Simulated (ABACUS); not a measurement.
Runs of ABACUS 3.10.1 on Ge. The structure is cubic, space group Fd-3m (No. 227). The conventional cell has a = 5.658 Å, b = 5.658 Å, c = 5.658 Å, α = 90.00°, β = 90.00°, γ = 90.00°. Around Ge (site symmetry -43m) lie 4 Ge at 2.45 Å. 

| task | level | potentials or basis | cell | k mesh | cutoff (eV) | radial cutoff of the potentials (pseudo_rcut) | SCF threshold on the density | eigensolver | symmetry key | orbital files | mesh quality | gap on the mesh (eV) | pressure (GPa) |
| --- | --- | --- | --- | --- | --- | --- | --- | --- | --- | --- | --- | --- | --- |
| single point | PW91 | SG15 ONCV 1.2 PBE, plane waves | as given | 6 × 6 × 6 | 1075 | 10 bohr | 1e-08 | dav | 1 | - | not flagged | none | 3.3 |
| single point | BLYP | SG15 ONCV 1.2 PBE, DZP LCAO (the cutoffs set its grid) | as given | 7 × 7 × 7 | 1361 | 10 bohr | 1e-07 | genelpa | 1 | Ge Ge_confined-atom_7au_2s2p2d.orb | not flagged | none | (a) |
| single point | M06-L | SG15 ONCV 1.2 PBE, plane waves | as given | 5 × 5 × 5 | 1238 | 10 bohr | 1e-08 | dav | 1 | - | coarse | none | 2.9 |
| single point | revPBE | PseudoDojo NC SR 0.5 PBE stringent, plane waves | as given | 6 × 6 × 6 | 1687 | 7 bohr | 1e-08 | dav | 1 | - | not flagged | (b) | 5.1 |
| single point | BLYP | SPMS ONCV 1.0 PBE, plane waves | as given | 6 × 6 × 6 | 1075 | 10 bohr | 1e-08 | dav | 1 | - | not flagged | none | 6.0 |
| relaxation of cell and atoms | revPBE | PseudoDojo NC SR 0.5 PBE stringent, plane waves | relaxed | 6 × 6 × 6 | 1687 | 7 bohr | 1e-08 | dav | 1 | - | not flagged | none | 0.0 |

Alike in all rows: no spin polarisation; smearing fermi-dirac 0.05 eV.

**Question.** Estimate the missing entries.

**Answer.** (a) 7.4; (b) 0.16.

Caveats: some runs use coarse meshes; the potentials were made for another functional, which shifts forces and pressure; this crystal is a semiconductor, whose small gap the functional closes, so the metal is an error of the method (some runs); the atomic orbitals were generated for these runs and aren't a published set (some runs); the basis of atomic orbitals isn't converged, which shifts pressures, moduli and gaps (some runs).

A k mesh can miss the band edges, and the runs leave out spin-orbit coupling on Ge.

A gap of «none» marks a metal or a gap under the smearing width.

The runs don't all hold the same shells in valence.
